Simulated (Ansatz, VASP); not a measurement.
## One calculation of Ti, two programs

INCAR

```
SYSTEM = Ti
  PREC = Accurate
  ENCUT = 520
  EDIFF = 1E-6
  ISMEAR = 0
  SIGMA = 0.15
  LREAL = .FALSE.
  LASPH = .TRUE.
  NELM = 60
  ALGO = Fast
  ISIF = 2
  LWAVE = .FALSE.
  LCHARG = .TRUE.
  GGA = PS
  LELF = .TRUE.
  LVHAR = .TRUE.
  NBANDS = 12
```

The input KPOINTS:

```
regular mesh
0
G
  20 20 20
  0 0 0
```

The input POSCAR:

```
Ti
1.0
   -1.6902300000      1.6902300000      1.6656150000
    1.6902300000     -1.6902300000      1.6656150000
    1.6902300000      1.6902300000     -1.6656150000
Ti
1
Direct
    0.0000000000      0.0000000000      0.0000000000
```

Input for Ansatz:

```yaml
crystal:
  lattice:
    - [-1.69023, 1.69023, 1.665615]
    - [1.69023, -1.69023, 1.665615]
    - [1.69023, 1.69023, -1.665615]
  atoms:
    - { symbol: Ti, position: [0.0, 0.0, 0.0] }
basis:
  ecutwfc: 420
kpoints:
  mp_grid: { grid: [20, 20, 20] }
hamiltonian:
  xc: pbesol
scf:
  occupations: { method: gaussian, width: 0.15 }
output:
  forces: true
  stress: true
  eigenvalues: true
```

Change from the starting cell: strain +0.030 along x and y, +0.015 along z, atoms carried along.

Alike in both runs: task single point; functional PBEsol; k mesh 20 × 20 × 20; occupations gaussian, width 0.15 eV; no spin polarisation.

|  | VASP | Ansatz |
| --- | --- | --- |
| version | VASP 6.6.1 | Ansatz 0.2.0 |
| potentials or method | VASP PAW PBE potentials, release 64 (Ti_sv) | scalar-relativistic, plane waves, PAW |
| plane-wave cutoff (eV) | 520 | 420 |
| valence electrons in the cell | 12 | 12 |

|  | VASP | Ansatz | Ansatz less VASP |
| --- | --- | --- | --- |
| gap on the k mesh at the Fermi level (eV) | none | none | - |
| pressure (GPa) | -12.5 | -12.4 | +0.13 |
| largest component of the traceless stress (GPa) | 0.28 | 0.29 | +0.001 |

A gap of «none» marks a metal or a gap that the smearing closes.

Caveats: the PAW data sets were made with another functional, which shifts forces and pressure a little (VASP).
